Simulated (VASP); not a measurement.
# PbS: convergence, vacuum levels of a slab or layer

PbS, slab, 8 atoms in the cell. PBE; PAW potentials Pb_d, S (PBE set). VASP 6.6.1.

Wanted: face levels within 0.04 eV; energy within 2 meV/atom; forces within 0.02 eV/Å.

Crystal: PbS, Cmcm; Face: (1 1 0); Atomic planes: 8; Dipole correction: yes.

Face levels: vacuum level at each face, counted from the Fermi level.

POSCAR of the starting run:
```
PbS
1.0
    4.2968939734      0.0000000000      0.0000000000
    0.0000000000      6.4422157834      0.0000000000
    0.0000000000      0.0000000000     22.0414347567
Pb S
4 4
Direct
    0.2500000000      0.3872544271      0.4322652131
    0.7500000000      0.9117682892      0.4800345379
    0.2500000000      0.5985847497      0.6119624448
    0.7500000000      0.1230986119      0.6597317696
    0.2500000000      0.7847187225      0.3923342887
    0.7500000000      0.3029736713      0.3402682304
    0.2500000000     -0.0039509549      0.5720315204
    0.7500000000      0.5143039939      0.5199654621
```

The series start from vacuum (Å): 15; correction: LDIPOL, IDIPOL 3, DIPOL, AMIN 0.01; k spacing (1/Å): 0.3; Cutoff ENCUT (eV): 340; SCF threshold EDIFF (eV): 1e-6; PREC: Accurate; LREAL: .FALSE.; ALGO: Normal. Each series keeps the choices made before it, and each single choice may use up half of a tolerance.

## Vacuum (Å)

| Vacuum (Å) | Face levels, largest deviation (eV) | Energy less reference (meV/atom) | Forces, largest deviation (eV/Å) | SCF iterations | Time (s) |
|---|---|---|---|---|---|
| 6 | 0.164 | 0.9 | 0.026 | 22 | 70 |
| 8 | 0.035 | 0.2 | 0.002 | 24 | 98 |
| 10 | 0.022 | 0.0 | 0.001 | 24 | 115 |
| 12 | 0.003 | 0.1 | 0.001 | 31 | 150 |
| 15 | 0.001 | 0.0 | 0.001 | 34 | 213 |
| 20 | 0.001 | 0.0 | 0.001 | 39 | 265 |
| 25 (reference) | 0.000 | 0.0 | 0.000 | 44 | 350 |

Chosen: 12, the loosest value from which every tighter one stays within half of the tolerance.

## Correction

| Correction | Face levels, largest deviation (eV) | Energy less reference (meV/atom) | Forces, largest deviation (eV/Å) | SCF iterations | Time (s) |
|---|---|---|---|---|---|
| LDIPOL, IDIPOL 3, DIPOL, AMIN 0.01 | 0.000 | 0.0 | 0.000 | 31 | 150 |
| LDIPOL, default AMIN | 0.000 | 0.0 | 0.000 | 28 | 127 |
| LDIPOL, no DIPOL | no result | no result | no result | 150 | 739 |
| IDIPOL 3 alone (energy only) | 1.687 | 12.2 | 0.032 | 29 | 108 |
| kernel truncation, coarsened | 0.116 | 0.0 | 0.000 | 28 | 135 |
| kernel truncation, full padding | 0.002 | -0.1 | 0.000 | 28 | 148 |

Chosen: LDIPOL, default AMIN; it saves 22.4 s of 150, so LDIPOL, IDIPOL 3, DIPOL, AMIN 0.01 would do nearly as well.

## k spacing (1/Å)

| k spacing (1/Å) | Face levels, largest deviation (eV) | Energy less reference (meV/atom) | Forces, largest deviation (eV/Å) | SCF iterations | Time (s) |
|---|---|---|---|---|---|
| 0.6 | 0.029 | 1.9 | 0.148 | 28 | 39 |
| 0.45 | 0.010 | -5.4 | 0.075 | 28 | 102 |
| 0.3 | 0.021 | 2.2 | 0.034 | 28 | 127 |
| 0.22 | 0.005 | 0.6 | 0.014 | 28 | 122 |
| 0.16 (reference) | 0.000 | 0.0 | 0.000 | 28 | 188 |

Chosen: 0.16; the next looser run is off by more than half of the tolerance, so convergence isn't shown beyond this value.

## Cutoff ENCUT (eV)

| Cutoff ENCUT (eV) | Face levels, largest deviation (eV) | Energy less reference (meV/atom) | Forces, largest deviation (eV/Å) | SCF iterations | Time (s) |
|---|---|---|---|---|---|
| 210 | 0.002 | 22.7 | 0.021 | 28 | 78 |
| 260 | 0.002 | 3.0 | 0.007 | 28 | 106 |
| 300 | 0.001 | 1.8 | 0.002 | 28 | 147 |
| 340 | 0.000 | 1.3 | 0.001 | 28 | 188 |
| 390 | 0.000 | 0.1 | 0.001 | 28 | 258 |
| 470 (reference) | 0.000 | 0.0 | 0.000 | 28 | 361 |

Chosen: 390.

## All choices together

| Input | Face levels, largest deviation (eV) | Energy less reference (meV/atom) | Forces, largest deviation (eV/Å) | Time (s) |
|---|---|---|---|---|
| starting input without the dipole correction (naive) | 1.657 | -6.8 | 0.042 | 197 |
| chosen settings | 0.003 | 0.2 | 0.001 | 258 |
| reference settings throughout | 0.000 | 0.0 | 0.000 | 986 |

The chosen settings stay within the tolerance of the reference run, but the reference itself isn't shown to be converged in: k spacing (1/Å), SCF threshold EDIFF (eV).

Values of the reference run: Face levels: 3.226, 6.964 eV.

## The input

INCAR:
```
SYSTEM = PbS
  PREC = Accurate
  ENCUT = 390
  EDIFF = 1E-6
  ISMEAR = 0
  SIGMA = 0.1
  LREAL = .False.
  LASPH = .True.
  ALGO = Normal
  NELM = 150
  LWAVE = .False.
  LCHARG = .False.
  GGA = PE
  KPAR = 4
  LVHAR = .True.
  LVACPOTAV = .True.
  LDIPOL = .True.
  IDIPOL = 3
  DIPOL = 0.5 0.5 0.5
```

KPOINTS:
```
Automatic mesh
0
Gamma
  10 7 1
  0 0 0
```

POSCAR:
```
PbS
1.0
    4.2968939734      0.0000000000      0.0000000000
    0.0000000000      6.4422157834      0.0000000000
    0.0000000000      0.0000000000     19.0414347567
Pb S
4 4
Direct
    0.2500000000      0.3872544271      0.4215935193
    0.7500000000      0.9117682892      0.4768889563
    0.2500000000      0.5985847497      0.6296022571
    0.7500000000      0.1230986119      0.6848976941
    0.2500000000      0.7847187225      0.3753714317
    0.7500000000      0.3029736713      0.3151023059
    0.2500000000     -0.0039509549      0.5833801695
    0.7500000000      0.5143039939      0.5231110437
```

Commands:
```
cat potpaw_PBE.64/Pb_d/POTCAR potpaw_PBE.64/S/POTCAR > POTCAR
mpirun -np 4 vasp_std > vasp.out
```

The chosen input took VASP 6.6.1 258 s on 4 cores (Intel Xeon Platinum 8259CL @ 2.50GHz (Skylake/Cascade Lake)), a shared host.
